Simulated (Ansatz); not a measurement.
The system is Cu.

```
Cu
1.0
    -0.00443    1.78843    1.83853
     1.82291   -0.01749    1.85160
     1.78282    1.76140    0.02260
Cu
1
Direct
  0.00000 0.00000 0.00000
```

The cell isn't the ideal one: cell sheared at random, sigma 0.01, atoms nudged by 0.01 Å.

| Quantity | Value |
| --- | --- |
| Program | Ansatz 0.2.0 |
| Task | relaxation of cell and atoms |
| Functional | PBEsol0 |
| Potentials or basis | Ansatz PAW |
| Cutoff | 420 eV (not typed: the program's choice for these potentials) |
| k mesh | 7 × 6 × 7 |
| Occupations | fermi-dirac, width 0.05 eV |
| Spin | no spin polarisation |

At the start: volume 11.81 Å³/atom.

**Question.** How do energy, volume and symmetry change on relaxing?

**Answer.** It ends after 7 steps and the volume is 11.48 Å³/atom (-2.8 %); space group R-3m (No. 166, to 0.05 Å).

The path:
```
step  energy change (eV)  largest force (eV/Å)  volume (Å³)
   1              0.0000                0.0000        11.81
   2             -0.0056                0.0000        11.64
   3             -0.0085                0.0000        11.45
   4             -0.0084                0.0000        11.47
   5             -0.0076                0.0000        11.47
   6             -0.0076                0.0000        11.48
   7             -0.0076                0.0000        11.48
```

Final structure:
```
Cu
1.0
     0.00592    1.78280    1.78421
     1.80101   -0.01723    1.80690
     1.77868    1.78305    0.00550
Cu
1
Direct
  0.00000 0.00000 0.00000
```

Caveat: the k mesh is coarse (spacing up to 0.50 Å⁻¹), so the values aren't converged, least of all with exact exchange; the plane-wave basis is chosen anew once the cell has moved, so the energies of steps on either side of that aren't comparable; the pressure holds a Pulay correction of +0.4 GPa for the finite cutoff; the PAW data sets come from PBE, with cores solved anew for the run's functional, which leaves a small shift of forces and pressure.
